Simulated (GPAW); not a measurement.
Wanted: an ASE script for a GPAW 26.7.0 run.

- Task: equation of state
- Functional: PBE
- Potentials or basis: GPAW PAW data sets (gpaw-data 1.2.1)
- Cutoff: 800 eV
- Basis: pw
- k mesh: 8 × 8 × 8
- Occupations: fermi-dirac, width 0.05 eV
- Spin: collinear spin, ferromagnetic start
- Starting moments: [7.0, 0.0] μB
- Maxiter: 150
- Eos scales: [0.94, 0.96, 0.98, 1.0, 1.02, 1.04, 1.06]

The structure of EuS lies in POSCAR:

```
EuS
1.0
    0.0000000000      2.9785000000      2.9785000000
    2.9785000000      0.0000000000      2.9785000000
    2.9785000000      2.9785000000      0.0000000000
Eu S
1 1
Direct
    0.0000000000      0.0000000000      0.0000000000
    0.5000000000      0.5000000000      0.5000000000
```

One way to write it, as run:

run.py

```python
from ase.eos import EquationOfState
from ase.io import Trajectory, read
from ase.units import GPa
from gpaw import GPAW, PW

atoms = read('POSCAR')
atoms.set_initial_magnetic_moments([7.0, 0.0])

traj = Trajectory('eos.traj', 'w')
volumes, energies = [], []
for x in [0.94, 0.96, 0.98, 1.0, 1.02, 1.04, 1.06]:
    a = atoms.copy()
    a.set_cell(atoms.cell * x**(1 / 3), scale_atoms=True)
    calc = GPAW(mode=PW(800),
                xc='PBE',
                kpts={'size': (8, 8, 8), 'gamma': True},
                occupations={'name': 'fermi-dirac', 'width': 0.05},
                nbands=25,
                convergence={'density': 1e-05, 'energy': 1e-05},
                maxiter=150,
                txt=f'eos-{x:.2f}.txt')
    a.calc = calc
    energies.append(a.get_potential_energy(force_consistent=True))
    volumes.append(a.get_volume())
    p = -a.get_stress()[:3].mean() / GPa
    calc.write(f'eos-{x:.2f}.gpw')
    traj.write(a)
    print(f'{x:.2f} {volumes[-1]:10.4f} A^3 {energies[-1]:14.6f} eV {p:9.3f} GPa', flush=True)

v0, e0, B = EquationOfState(volumes, energies, eos='birchmurnaghan').fit()
print(f'V0 = {v0:.4f} A^3, E0 = {e0:.6f} eV, B0 = {B / GPa:.2f} GPa')
```

Potentials or basis: GPAW PAW data sets (gpaw-data 1.2.1), pw.

Run with:

```bash
$ OMP_NUM_THREADS=1 python run.py
```

It gave:

```
Equilibrium volume                      : 25.13 Å³/atom
Bulk modulus                            : 52 GPa
Pressure derivative of the bulk modulus : 4.2
```

Caveat: one-centre terms of the f shell are cut off; without U or exact exchange the open f shell lies at the Fermi level, which spoils levels, moments and volumes.

Wall time 14 min on 1 thread of Arm Neoverse V1, with other jobs on the host, peak memory 0.58 GiB.
